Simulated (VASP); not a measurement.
# TiO2 (Anatase) (I4_1/amd) in VASP: settings compared, part 2 of 2

VASP 6.6.1.

### 3 Band structure, LDA

File POSCAR:

```
TiO2
1.0
   -1.8921000000      1.8921000000      4.7573000000
    1.8921000000     -1.8921000000      4.7573000000
    1.8921000000      1.8921000000     -4.7573000000
Ti O
2 4
Direct
    0.7500000000      0.2500000000      0.5000000000
    0.0000000000      0.0000000000      0.0000000000
    0.7919000000      0.7919000000      0.0000000000
    0.5419000000      0.0419000000      0.5000000000
    0.9581000000      0.4581000000      0.5000000000
    0.2081000000      0.2081000000      0.0000000000
```

File INCAR.step1:

```
  PREC = Accurate
  ENCUT = 520
  EDIFF = 1E-6
  ISMEAR = 0
  SIGMA = 0.02
  LREAL = False
  LASPH = True
  NELM = 100
  ALGO = Fast
  ISIF = 2
  LWAVE = False
  LCHARG = True
  LMAXMIX = 4
  GGA = CA
  NBANDS = 33
```

File KPOINTS.step1:

```
regular mesh
0
Gamma
  8 8 10
```

File INCAR.step2:

```
  PREC = Accurate
  ENCUT = 520
  EDIFF = 1E-6
  ISMEAR = 0
  SIGMA = 0.05
  LREAL = False
  LASPH = True
  NELM = 100
  ALGO = Fast
  ISIF = 2
  LWAVE = False
  LCHARG = False
  LMAXMIX = 4
  GGA = CA
  NBANDS = 33
  ICHARG = 11
```

File KPOINTS.step2:

```
path GXYSGZS1NPY1Z,XP
20
line-mode
reciprocal
 0.0000000000  0.0000000000  0.0000000000  G
-0.5000000000  0.5000000000  0.0000000000  X

-0.5000000000  0.5000000000  0.0000000000  X
-0.5000000000  0.5000000000 -0.0790928267  Y

-0.5000000000  0.5000000000 -0.0790928267  Y
-0.2895464134  0.2895464134 -0.2895464134  S

-0.2895464134  0.2895464134 -0.2895464134  S
 0.0000000000  0.0000000000  0.0000000000  G

 0.0000000000  0.0000000000  0.0000000000  G
 0.5000000000  0.5000000000 -0.5000000000  Z

 0.5000000000  0.5000000000 -0.5000000000  Z
 0.2895464134  0.7104535866 -0.7104535866  S1

 0.2895464134  0.7104535866 -0.7104535866  S1
 0.0000000000  0.5000000000 -0.5000000000  N

 0.0000000000  0.5000000000 -0.5000000000  N
-0.2500000000  0.7500000000 -0.2500000000  P

-0.2500000000  0.7500000000 -0.2500000000  P
 0.0790928267  0.9209071733 -0.5000000000  Y1

 0.0790928267  0.9209071733 -0.5000000000  Y1
 0.5000000000  0.5000000000 -0.5000000000  Z

-0.5000000000  0.5000000000  0.0000000000  X
-0.2500000000  0.7500000000 -0.2500000000  P
```

Potentials or basis: VASP PAW LDA potentials, release 64 (Ti_sv, O).

On the command line:

```bash
cat potpaw_LDA.64/Ti_sv/POTCAR potpaw_LDA.64/O/POTCAR > POTCAR
cp INCAR.step1 INCAR
cp KPOINTS.step1 KPOINTS
mpirun -np 1 vasp_std > vasp.out
cp INCAR.step2 INCAR
cp KPOINTS.step2 KPOINTS
mpirun -np 1 vasp_std > vasp.out
```

OUTCAR:

```text
PREC = Accurate
   ENCUT = 520
   EDIFF = 1E-6
   ISMEAR = 0
   LREAL = False
   LASPH = True
   NELM = 100
   ISIF = 2
   GGA = CA
   ICHARG = 11

 ion  position               nearest neighbor table
   1  0.750  0.250  0.500-   3 1.93   6 1.93   3 1.93   6 1.93   5 1.98   4 1.98
   2  0.000  0.000  0.000-   4 1.93   5 1.93   4 1.93   5 1.93   3 1.98   6 1.98
   3  0.792  0.792  0.000-   1 1.93   1 1.93   2 1.98
   4  0.542  0.042  0.500-   2 1.93   2 1.93   1 1.98
   5  0.958  0.458  0.500-   2 1.93   2 1.93   1 1.98
   6  0.208  0.208  0.000-   1 1.93   1 1.93   2 1.98

  LATTYP: Found a body centered tetragonal cell.
 ALAT       =     3.7842000000
 C/A-ratio  =     2.5142962846

  Lattice vectors:

 A1 = (  -1.8921000000,   1.8921000000,   4.7573000000)
 A2 = (   1.8921000000,  -1.8921000000,   4.7573000000)
 A3 = (   1.8921000000,   1.8921000000,  -4.7573000000)

Analysis of symmetry for initial positions (statically):
=====================================================================
 Subroutine PRICEL returns:
[... 181 lines left out ...]
 cond. band min:       5.0881202403   @ k =   0.0000   0.0000   0.0000
 fundamental gap:      1.9878425834
 Fermi energy:         3.3892068193

 k-point     1 :       0.0000    0.0000    0.0000
  band No.  band energies     occupation
      1     -52.5707      2.00000
      2     -52.5054      2.00000
      3     -29.4533      2.00000
      4     -29.1995      2.00000
      5     -29.1995      2.00000
      6     -29.1239      2.00000
[... 853 lines left out ...]
     32       9.6644      0.00000
     33      10.5223      0.00000

 [... further k-points ...]

------------------------ aborting loop because EDIFF is reached ----------------------------------------

  FORCE on cell =-STRESS in cart. coord.  units (eV):
  Direction    XX          YY          ZZ          XY          YZ          ZX
  --------------------------------------------------------------------------------------
  -------------------------------------------------------------------------------------
  Total       -5.7721062     -5.7721062     -2.6720239      0.0000000     -0.0000000      0.0000000
  in kB     -135.7488610   -135.7488610    -62.8408751      0.0000000     -0.0000000      0.0000000
  external PRESSURE =    -111.4461990 kB  Pullay stress =       0.0000000 kB

 VOLUME and BASIS-vectors are now :
 -----------------------------------------------------------------------------
  energy-cutoff  :      520.00
  volume of cell :       68.13
      direct lattice vectors                 reciprocal lattice vectors
    -1.892100000  1.892100000  4.757300000     0.000000000  0.264256646  0.105101633
     1.892100000 -1.892100000  4.757300000     0.264256646  0.000000000  0.105101633
     1.892100000  1.892100000 -4.757300000     0.264256646  0.264256646  0.000000000

 POSITION                                       TOTAL-FORCE (eV/Angst)
 -----------------------------------------------------------------------------------
      0.00000      1.89210      2.37865        -0.000000     -0.000000      0.000000
      0.00000      0.00000      0.00000        -0.000000     -0.000000     -0.000000
      0.00000      0.00000      7.53461         0.000000     -0.000000     -0.333033
      0.00000      1.89210      0.39866        -0.000000      0.000000     -0.333033
      0.00000      1.89210      4.35864        -0.000000      0.000000      0.333033
      0.00000      0.00000      1.97999         0.000000     -0.000000      0.333033
 -----------------------------------------------------------------------------------
    total drift:                               -0.000000      0.000000      0.000000

  FREE ENERGIE OF THE ION-ELECTRON SYSTEM (eV)
  ---------------------------------------------------
  free  energy   TOTEN  =       -59.7430235257 eV

  energy  without entropy=      -59.7430235257  energy(sigma->0) =      -59.74302353
```

OUTCAR.step1:

```text
PREC = Accurate
   ENCUT = 520
   EDIFF = 1E-6
   ISMEAR = 0
   LREAL = False
[... 1128 lines left out ...]
      0.00000      0.00000      7.53461         0.000000     -0.000000      0.088076
      0.00000      1.89210      0.39866        -0.000000      0.000000      0.088076
      0.00000      1.89210      4.35864        -0.000000      0.000000     -0.088076
      0.00000      0.00000      1.97999         0.000000     -0.000000     -0.088076
 -----------------------------------------------------------------------------------
    total drift:                                0.000000      0.000000      0.000000

  FREE ENERGIE OF THE ION-ELECTRON SYSTEM (eV)
  ---------------------------------------------------
  free  energy   TOTEN  =       -58.8088959176 eV

  energy  without entropy=      -58.8088959176  energy(sigma->0) =      -58.80889592
```

OSZICAR.step1:

```text
N       E                     dE             d eps       ncg     rms          rms(c)
DAV:   1     0.647769959319E+03    0.64777E+03   -0.24173E+04 11154   0.168E+03
DAV:   2     0.219790739531E+02   -0.62579E+03   -0.58073E+03 12154   0.505E+02
DAV:   3    -0.706119815644E+02   -0.92591E+02   -0.91065E+02 15160   0.187E+02
[... 15 lines left out ...]
RMM:  19    -0.588088793183E+02   -0.28049E-04   -0.39487E-04 20793   0.827E-02    0.626E-03
RMM:  20    -0.588088907170E+02   -0.11399E-04   -0.12664E-04 20154   0.405E-02    0.159E-02
RMM:  21    -0.588088943736E+02   -0.36566E-05   -0.43025E-05 18835   0.230E-02    0.156E-02
RMM:  22    -0.588088951903E+02   -0.81674E-06   -0.20124E-05 17729   0.208E-02    0.376E-03
RMM:  23    -0.588088959176E+02   -0.72727E-06   -0.81218E-06 14642   0.153E-02
   1 F= -.58808896E+02 E0= -.58808896E+02  d E =-.381432E-19
```

It took 35 min on 1 thread of Intel Xeon Platinum 8488C (Sapphire Rapids), shared host; peak memory 0.47 GiB.

What came out:

```yaml
Band_gap_on_the_k_mesh: 2.00 eV, indirect (least direct gap 2.42 eV)
Band_gap_along_the_path: 1.99 eV, indirect (least direct gap 2.34 eV)
```

Levels at the corners of the path, in eV from the valence-band top:
```
point  band 21  band 22  band 23  band 24  band 25  band 26  band 27  band 28
    Γ    -0.78    -0.78    -0.49    -0.49     1.99     2.76     3.90     3.90
    X    -2.12    -2.12    -0.05    -0.05     3.26     3.26     3.76     3.76
    X    -2.12    -2.12    -0.05    -0.05     3.26     3.26     3.76     3.76
    Y    -1.96    -1.96    -0.09    -0.09     3.23     3.23     3.70     3.70
    Y    -1.96    -1.96    -0.09    -0.09     3.23     3.23     3.70     3.70
    S    -1.22    -0.95    -0.94    -0.84     3.11     3.39     3.50     3.56
    S    -1.22    -0.95    -0.94    -0.84     3.11     3.39     3.50     3.56
    Γ    -0.78    -0.78    -0.49    -0.49     1.99     2.76     3.90     3.90
    Γ    -0.78    -0.78    -0.49    -0.49     1.99     2.76     3.90     3.90
    Z    -1.29    -1.29    -0.13    -0.13     2.36     2.36     3.69     3.69
    Z    -1.29    -1.29    -0.13    -0.13     2.36     2.36     3.69     3.69
   S1    -1.22    -0.95    -0.94    -0.84     3.11     3.39     3.50     3.56
   S1    -1.22    -0.95    -0.94    -0.84     3.11     3.39     3.50     3.56
    N    -2.01    -0.99    -0.86    -0.65     3.14     3.46     3.49     3.60
    N    -2.01    -0.99    -0.86    -0.65     3.14     3.46     3.49     3.60
    P    -1.63    -1.63    -0.26    -0.26     3.51     3.51     3.54     3.54
    P    -1.63    -1.63    -0.26    -0.26     3.51     3.51     3.54     3.54
   Y1    -1.96    -1.96    -0.09    -0.09     3.23     3.23     3.70     3.70
   Y1    -1.96    -1.96    -0.09    -0.09     3.23     3.23     3.70     3.70
    Z    -1.29    -1.29    -0.13    -0.13     2.36     2.36     3.69     3.69
    X    -2.12    -2.12    -0.05    -0.05     3.26     3.26     3.76     3.76
    P    -1.63    -1.63    -0.26    -0.26     3.51     3.51     3.54     3.54
```

Caveat: the log is that of the step along the path at fixed density, whose energy, stress, charges and moments have no meaning.

### 4 Band structure, TB-mBJ

POSCAR is that of step 3.

File INCAR.step1:

```
  PREC = Accurate
  ENCUT = 520
  EDIFF = 1E-5
  ISMEAR = 0
  SIGMA = 0.02
  LREAL = False
  LASPH = True
  NELM = 100
  ALGO = Normal
  ISIF = 2
  LWAVE = True
  LCHARG = False
  LMAXMIX = 4
  NBANDS = 33
  GGA = PE
```

File INCAR.step2:

```
  PREC = Accurate
  ENCUT = 520
  EDIFF = 1E-6
  ISMEAR = 0
  SIGMA = 0.02
  LREAL = False
  LASPH = True
  NELM = 100
  ALGO = Normal
  ISIF = 2
  LWAVE = False
  LCHARG = False
  LMAXMIX = 4
  METAGGA = MBJ
  NBANDS = 33
  ISTART = 1
```

File KPOINTS:

```
regular mesh
0
Gamma
  8 8 10
```

File KPOINTS_OPT:

```
path GXYSGZS1NPY1Z,XP
20
line-mode
reciprocal
 0.0000000000  0.0000000000  0.0000000000  G
-0.5000000000  0.5000000000  0.0000000000  X

-0.5000000000  0.5000000000  0.0000000000  X
-0.5000000000  0.5000000000 -0.0790928267  Y

-0.5000000000  0.5000000000 -0.0790928267  Y
-0.2895464134  0.2895464134 -0.2895464134  S

-0.2895464134  0.2895464134 -0.2895464134  S
 0.0000000000  0.0000000000  0.0000000000  G

 0.0000000000  0.0000000000  0.0000000000  G
 0.5000000000  0.5000000000 -0.5000000000  Z

 0.5000000000  0.5000000000 -0.5000000000  Z
 0.2895464134  0.7104535866 -0.7104535866  S1

 0.2895464134  0.7104535866 -0.7104535866  S1
 0.0000000000  0.5000000000 -0.5000000000  N

 0.0000000000  0.5000000000 -0.5000000000  N
-0.2500000000  0.7500000000 -0.2500000000  P

-0.2500000000  0.7500000000 -0.2500000000  P
 0.0790928267  0.9209071733 -0.5000000000  Y1

 0.0790928267  0.9209071733 -0.5000000000  Y1
 0.5000000000  0.5000000000 -0.5000000000  Z

-0.5000000000  0.5000000000  0.0000000000  X
-0.2500000000  0.7500000000 -0.2500000000  P
```

Potentials or basis: VASP PAW PBE potentials, release 64 (Ti_sv, O).

On the command line:

```bash
cat potpaw_PBE.64/Ti_sv/POTCAR potpaw_PBE.64/O/POTCAR > POTCAR
cp INCAR.step1 INCAR
mpirun -np 1 vasp_std > vasp.out
cp INCAR.step2 INCAR
mpirun -np 1 vasp_std > vasp.out
```

Wall time 64 min (1 thread of Intel Xeon Platinum 8488C (Sapphire Rapids), shared host); peak memory 0.63 GiB.

The run converged. Its results:

```yaml
Band_gap_on_the_k_mesh: 3.14 eV, indirect (least direct gap 3.54 eV)
Band_gap_along_the_path: 3.13 eV, indirect (least direct gap 3.48 eV)
```

Levels at the corners of the path, in eV from the valence-band top:
```tsv
point	band 22	band 23	band 24	band 25	band 26	band 27
Γ	-0.81	-0.44	-0.44	3.13	3.75	4.85
X	-1.83	-0.04	-0.04	4.20	4.20	4.55
X	-1.83	-0.04	-0.04	4.20	4.20	4.55
Y	-1.70	-0.08	-0.08	4.17	4.17	4.50
Y	-1.70	-0.08	-0.08	4.17	4.17	4.50
S	-0.93	-0.88	-0.76	4.13	4.31	4.34
S	-0.93	-0.88	-0.76	4.13	4.31	4.34
Γ	-0.81	-0.44	-0.44	3.13	3.75	4.85
Γ	-0.81	-0.44	-0.44	3.13	3.75	4.85
Z	-1.24	-0.17	-0.17	3.43	3.43	4.70
Z	-1.24	-0.17	-0.17	3.43	3.43	4.70
S1	-0.93	-0.88	-0.76	4.13	4.31	4.34
S1	-0.93	-0.88	-0.76	4.13	4.31	4.34
N	-0.91	-0.79	-0.70	4.18	4.28	4.43
N	-0.91	-0.79	-0.70	4.18	4.28	4.43
P	-1.49	-0.17	-0.17	4.36	4.36	4.40
P	-1.49	-0.17	-0.17	4.36	4.36	4.40
Y1	-1.70	-0.08	-0.08	4.17	4.17	4.50
Y1	-1.70	-0.08	-0.08	4.17	4.17	4.50
Z	-1.24	-0.17	-0.17	3.43	3.43	4.70
X	-1.83	-0.04	-0.04	4.20	4.20	4.55
P	-1.49	-0.17	-0.17	4.36	4.36	4.40
```

Caveat: the PAW data sets were made with another functional, which shifts forces and pressure a little.

### 5 Overview

| level | potentials or basis | gap on the mesh (eV) |
| --- | --- | --- |
| PBE | VASP PAW PBE potentials, release 64 (Ti_sv, O) | 2.11 |
| LDA | VASP PAW LDA potentials, release 64 (Ti_sv, O) | 2.00 |
| TB-mBJ | VASP PAW PBE potentials, release 64 (Ti_sv, O) | 3.14 |

Alike in all rows: task band structure; no spin polarisation; cell as given; k mesh 8 × 8 × 10; cutoff (eV) 520; smearing gaussian 0.02 eV.

Caveats: the PAW data sets were made with another functional, which shifts forces and pressure a little (some runs).

Absolute energies hang on the potentials; compare differences alone.
